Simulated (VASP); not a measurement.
# CdS (P6_3mc) in VASP: further runs

The runs below take CdS through relaxation of cell and atoms, with PBE.

Everything below comes from runs of VASP 6.6.1. Logs are shortened: lines on timing, memory, paths and dates and some standing lists are left out, and cuts for length are marked.

**1. The structure**

It takes space group P6_3mc (No. 186, hexagonal). The conventional cell has a = 4.150 Å, b = 4.150 Å, c = 6.737 Å, α = 90.00°, β = 90.00°, γ = 120.00°. Cd (site symmetry 3m) has 4 S at 2.53 to 2.54 Å as nearest neighbours. S (site symmetry 3m) has 4 Cd at 2.53 to 2.54 Å as nearest neighbours.

**2. Relaxation of cell and atoms, PBE**

INCAR reads:

```
SYSTEM = CdS
  PREC = Accurate
  ENCUT = 900
  EDIFF = 1E-7
  ISMEAR = 0
  SIGMA = 0.02
  LREAL = .False.
  LASPH = .True.
  NELM = 100
  ALGO = Fast
  ISIF = 3
  LWAVE = .False.
  LCHARG = .False.
  GGA = PE
  IBRION = 2
  NSW = 80
  EDIFFG = -0.002
```

KPOINTS reads:

```
Automatic mesh
0
Gamma
  9 9 6
  0 0 0
```

POSCAR reads:

```
CdS
1.0
    4.1500000000      0.0000000000      0.0000000000
   -2.0750000000      3.5940054300      0.0000000000
    0.0000000000      0.0000000000      6.7370000000
Cd S
2 2
Direct
    0.3333333300      0.6666666700      0.0000000000
    0.6666666700      0.3333333300      0.5000000000
    0.3333333300      0.6666666700      0.3750000000
    0.6666666700      0.3333333300      0.8750000000
```

Potentials or basis: VASP PAW PBE potentials, release 64 (Cd, S_h).

Started as:

```
$ cat potpaw_PBE.64/Cd/POTCAR potpaw_PBE.64/S_h/POTCAR > POTCAR
$ mpirun -np 1 vasp_std > vasp.out
```

OUTCAR:

```text
SYSTEM = CdS
   PREC = Accurate
   ENCUT = 900
   EDIFF = 1E-7
   ISMEAR = 0
   LREAL = .False.
   LASPH = .True.
   NELM = 100
   ISIF = 3
   GGA = PE
   IBRION = 2
   NSW = 80
   EDIFFG = -0.002

 ion  position               nearest neighbor table
   1  0.333  0.667  0.000-   3 2.53   4 2.54   4 2.54   4 2.54
   2  0.667  0.333  0.500-   4 2.53   3 2.54   3 2.54   3 2.54
   3  0.333  0.667  0.375-   1 2.53   2 2.54   2 2.54   2 2.54
   4  0.667  0.333  0.875-   2 2.53   1 2.54   1 2.54   1 2.54

  LATTYP: Found a hexagonal cell.
 ALAT       =     4.1500000000
 C/A-ratio  =     1.6233734940

  Lattice vectors:

 A1 = (   4.1500000000,   0.0000000000,   0.0000000000)
 A2 = (  -2.0750000000,   3.5940054300,   0.0000000000)
 A3 = (   0.0000000000,   0.0000000000,   6.7370000000)

Analysis of symmetry for initial positions (statically):
=====================================================================
 Subroutine PRICEL returns:
 Original cell was already a primitive cell.

 Routine SETGRP: Setting up the symmetry group for a
 hexagonal supercell.

 Subroutine GETGRP returns: Found 12 space group operations
 (whereof  6 operations were pure point group operations)
 out of a pool of 24 trial point group operations.

The static configuration has the point symmetry C_3v.
 The point group associated with its full space group is C_6v.

Analysis of symmetry for dynamics (positions and initial velocities):
=====================================================================
 Subroutine PRICEL returns:
 Original cell was already a primitive cell.

 Routine SETGRP: Setting up the symmetry group for a
 hexagonal supercell.

 Subroutine GETGRP returns: Found 12 space group operations
 (whereof  6 operations were pure point group operations)
 out of a pool of 24 trial point group operations.

The dynamic configuration has the point symmetry C_3v.
 The point group associated with its full space group is C_6v.

 Subroutine INISYM returns: Found 12 space group operations
 (whereof  6 operations are pure point group operations),
 and found     1 'primitive' translations

[... 113 lines left out ...]
   ISMEAR =     0;   SIGMA  =   0.02  broadening in eV -4-tet -1-fermi 0-gaus
   EFERMI_NEDOS =   21; number of points for ismear=-14 and -15
   IALGO  =     68    algorithm
   IMIX   =      4    mixing-type and parameters
     AMIX     =   0.40;   BMIX     =  1.00
     AMIX_MAG =   1.60;   BMIX_MAG =  1.00
  volume/ion in A,a.u.               =      25.12       169.52
  Fermi-wavevector in a.u.,A,eV,Ry     =   1.162727  2.197236 18.394190  1.351935
  Thomas-Fermi vector in A             =   2.299285
   LORBIT       =      0    0 simple, 1 ext, 2 COOP (PROOUT), +10 PAW based schemes
   GGA     = PE    functional components
   LHFCALC =     F    Hartree Fock is set to
   AEXX    =    0.0000 exact exchange contribution
   IVDW    =     0    specifies the selected vdW correction
   LEPSILON=     F    determine dielectric tensor
   LRPA    =     F    only Hartree local field effects (RPA)
 conjugate gradient relaxation of ions
 non-spin polarized calculation
 RMM-DIIS sequential band-by-band and
 Gauss-broadening in eV      SIGMA  =   0.02
  energy-cutoff  :      900.00
  volume of cell :      100.48
 maximum number of plane-waves:      6192
 NGX is ok and might be reduce to    42
   NGX = 21   NGY = 21   NGZ = 33

--------------------------------------- Ionic step        1  -------------------------------------------

 number of electron      36.0000003 magnetization

 Free energy of the ion-electron system (eV)
  ---------------------------------------------------
  ext. energy  EPLUGINS =         0.00000000
  ---------------------------------------------------
  free energy    TOTEN  =       -12.26475702 eV

  energy without entropy =      -12.26475702  energy(sigma->0) =      -12.26475702

------------------------ aborting loop because EDIFF is reached ----------------------------------------

  FORCE on cell =-STRESS in cart. coord.  units (eV):
  Direction    XX          YY          ZZ          XY          YZ          ZX
  --------------------------------------------------------------------------------------
  -------------------------------------------------------------------------------------
  Total        1.3954480      1.3954481      1.8150477      0.0000000     -0.0000000      0.0000000
  in kB       22.2500444     22.2500444     28.9404484      0.0000000     -0.0000000      0.0000000
  external PRESSURE =      24.4801791 kB  Pullay stress =       0.0000000 kB
[... 95 lines left out ...]
  FREE ENERGIE OF THE ION-ELECTRON SYSTEM (eV)
  ---------------------------------------------------
  free  energy   TOTEN  =       -12.2971522161 eV

  energy  without entropy=      -12.2971522161  energy(sigma->0) =      -12.29715222

[... ionic steps 4 to 8 ...]

--------------------------------------- Ionic step        9  -------------------------------------------

 number of electron      35.9999996 magnetization

------------------------ aborting loop because EDIFF is reached ----------------------------------------
[... 71 lines left out ...]
--------------------------------------- Ionic step       11  -------------------------------------------

 number of electron      35.9999997 magnetization

 Free energy of the ion-electron system (eV)
  ---------------------------------------------------
  ext. energy  EPLUGINS =         0.00000000
  ---------------------------------------------------
  free energy    TOTEN  =       -12.29721938 eV

  energy without entropy =      -12.29721938  energy(sigma->0) =      -12.29721938

 E-fermi :   1.2105     XC(G=0):  -8.9256

 val. band max:        1.0904541160   @ k =   0.0000   0.0000   0.0000
 cond. band min:       2.1887771515   @ k =   0.0000   0.0000   0.0000
 fundamental gap:      1.0983230354
 Fermi energy:         1.2105119284

 k-point     1 :       0.0000    0.0000    0.0000
  band No.  band energies     occupation
      1     -10.9647      2.00000
      2     -10.5825      2.00000
      3      -6.4412      2.00000
      4      -6.4352      2.00000
      5      -6.4352      2.00000
      6      -6.3620      2.00000
[... 589 lines left out ...]
     21       6.0358      0.00000
     22       7.9983      0.00000

 [... further k-points ...]
[... 5 lines left out ...]
  --------------------------------------------------------------------------------------
  -------------------------------------------------------------------------------------
  Total       -0.0052477     -0.0052477     -0.0016376      0.0000000      0.0000000      0.0000000
  in kB       -0.0802428     -0.0802428     -0.0250400      0.0000000      0.0000000      0.0000000
  external PRESSURE =      -0.0618418 kB  Pullay stress =       0.0000000 kB
[... 19 lines left out ...]
  FREE ENERGIE OF THE ION-ELECTRON SYSTEM (eV)
  ---------------------------------------------------
  free  energy   TOTEN  =       -12.2972193766 eV

  energy  without entropy=      -12.2972193766  energy(sigma->0) =      -12.29721938

 reached required accuracy - stopping structural energy minimisation
```

Run time: 12 min. Hardware: 1 thread of Intel Xeon 6975P-C (Granite Rapids), shared host; peak memory 0.5 GiB.

What came out:

| Property | Result |
| --- | --- |
| Free energy | -12.2972 eV |
| Relaxed volume | 26.19 Å³/atom |
| Relaxed cell | a = 4.205 Å, b = 4.205 Å, c = 6.843 Å, α = 90.00°, β = 90.00°, γ = 120.00° |
| Space group after relaxing (to 0.05 Å) | P6_3mc (No. 186) |
| Energy gained by relaxing | 8.1 meV/atom |
| Ionic steps | 11 |
| Pressure after relaxing | 0.0 GPa |
| Band gap on the k mesh | 1.10 eV, direct |

Step by step:
| step | energy change (eV) | largest force (eV/Å) | pressure (GPa) | volume (Å³) |
| --- | --- | --- | --- | --- |
| 1 | 0.0000 | 0.0698 | 2.45 | 100.48 |
| 2 | -0.0293 | 0.0016 | -0.68 | 106.17 |
| 3 | -0.0324 | 0.0144 | 0.00 | 104.77 |
| 4 | -0.0324 | 0.0137 | -0.05 | 104.86 |
| 5 | -0.0324 | 0.0068 | 0.01 | 104.75 |
| 6 | -0.0324 | 0.0060 | 0.01 | 104.74 |
| 7 | -0.0324 | 0.0042 | 0.03 | 104.71 |
| 8 | -0.0324 | 0.0057 | 0.02 | 104.73 |
| 9 | -0.0324 | 0.0031 | 0.01 | 104.75 |
| 10 | -0.0325 | 0.0023 | -0.01 | 104.79 |
| 11 | -0.0325 | 0.0010 | -0.01 | 104.78 |

Final structure:
```
Cd S
1.0
     4.20478    0.00000    0.00000
    -2.10239    3.64145    0.00000
     0.00000    0.00000    6.84321
Cd S
2 2
Direct
  0.33333 0.66667 0.99925
  0.66667 0.33333 0.49925
  0.33333 0.66667 0.37575
  0.66667 0.33333 0.87575
```

**3. Relaxation of cell and atoms, PBE**

This run uses another cell than the first one, of 26.19 Å³/atom, 1.043 times its volume.

INCAR is that of step 2.

KPOINTS is that of step 2.

POSCAR reads:

```
CdS                                     
1.0
    4.2047818710      0.0000000000      0.0000000000
   -2.1023909355      3.6414479221      0.0000000000
    0.0000000000     -0.0000000000      6.8432082819
  Cd              S             
     2     2
Direct
     0.3333333300000021    0.6666666699999979    0.9992490346822580
     0.6666666699999979    0.3333333300000021    0.4992490346822580
     0.3333333300000021    0.6666666699999979    0.3757509653177420
     0.6666666699999979    0.3333333300000021    0.8757509653177420
```

Potentials or basis: VASP PAW PBE potentials, release 64 (Cd, S_h).

Started as:

```
$ cat potpaw_PBE.64/Cd/POTCAR potpaw_PBE.64/S_h/POTCAR > POTCAR
$ mpirun -np 1 vasp_std > vasp.out
```

It took 2.3 min on 1 thread of Intel Xeon 6975P-C (Granite Rapids), shared host; peak memory 0.49 GiB.

It converged, with:

| Quantity | Value |
| --- | --- |
| Free energy | -12.2979 eV |
| Pressure after relaxing | 0.0 GPa |
| Band gap on the k mesh | 1.10 eV, direct |

Final structure:
```
Cd S
1.0
     4.20478    0.00000    0.00000
    -2.10239    3.64145    0.00000
     0.00000    0.00000    6.84321
Cd S
2 2
Direct
  0.33333 0.66667 0.99925
  0.66667 0.33333 0.49925
  0.33333 0.66667 0.37575
  0.66667 0.33333 0.87575
```

Levels at points of the mesh, in eV from the valence-band top:
```
           k point  band 16  band 17  band 18  band 19  band 20  band 21
(0.00, 0.00, 0.00)    -0.04     0.00     0.00     1.10     2.73     6.47
(0.00, 0.00, 0.50)    -0.35    -0.35    -0.35     2.74     2.74     6.12
```

Caveat: the relaxation stopped at its first step, so nothing moved.
